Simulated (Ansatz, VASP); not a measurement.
## LiF in VASP and in Ansatz

Contents of INCAR:

```
SYSTEM = LiF
PREC     = Accurate       ! precision mode
ENCUT    = 520            ! plane-wave cutoff, eV
EDIFF    = 1E-8           ! SCF threshold, eV
ISMEAR   = -1             ! smearing method
SIGMA    = 0.03           ! smearing width, eV
LREAL    = .False.        ! projectors in reciprocal space
LASPH    = .True.         ! aspherical terms in the spheres
NELM     = 80             ! most SCF steps
ALGO     = Normal         ! electronic algorithm
ISIF     = 2              ! what is computed and relaxed
LWAVE    = .False.        ! write WAVECAR
LCHARG   = .False.        ! write CHGCAR
GGA      = PE             ! functional
LEFG     = .True.       
NBANDS   = 12             ! bands
```

KPOINTS

```
Automatic mesh
0
Gamma
  10 10 10
  0 0 0
```

POSCAR

```
LiF
1.0
   -0.0201400000      2.0039300000      2.0039300000
    2.0039300000     -0.0201400000      2.0039300000
    2.0039300000      2.0039300000     -0.0201400000
Li F
1 1
Direct
    0.0000000000      0.0000000000      0.0000000000
    0.5000000000      0.5000000000      0.5000000000
```

Input for Ansatz:

```yaml
crystal:
  lattice:
    - [-0.02014, 2.00393, 2.00393]
    - [2.00393, -0.02014, 2.00393]
    - [2.00393, 2.00393, -0.02014]
  atoms:
    - { symbol: Li, position: [0.0, 0.0, 0.0] }
    - { symbol: F, position: [0.5, 0.5, 0.5] }
kpoints:
  mp_grid: { grid: [10, 10, 10] }
scf:
  occupations: { method: fermi_dirac, width: 0.03 }
hamiltonian:
  xc: pbe
  pseudopotentials: { kind: all_electron, datasets: crystal }
output:
  forces: true
  stress: true
  eigenvalues: true
  efg: { contact_densities: true }
```

Change from the starting cell: equal xy, yz and zx shear strains of -1 %, crystal datasets.

Alike in both runs: task electric field gradients; functional PBE; k mesh 10 × 10 × 10; occupations fermi-dirac, width 0.03 eV; no spin polarisation.

|  | VASP | Ansatz |
| --- | --- | --- |
| version | VASP 6.6.1 | Ansatz 0.2.0 |
| potentials or method | VASP PAW PBE potentials, release 64 (Li_sv, F) | all-electron PAW with datasets made for the crystal, scalar-relativistic |
| plane-wave cutoff (eV) | 520 | see its input |

VASP gave:

```
gap on the k mesh at the Fermi level (eV)                      : 9.04
Vzz of the field gradient on the site that differs most (V/Å²) : -2.6
```

Problem. Estimate Ansatz's values.

Solution. gap on the k mesh at the Fermi level (eV): 9.01; Vzz of the field gradient on the site that differs most (V/Å²): -2.6.

Ansatz ran all-electron here, so the differences hold the error of VASP's frozen core and of both bases.

 A k mesh can miss the band edges.
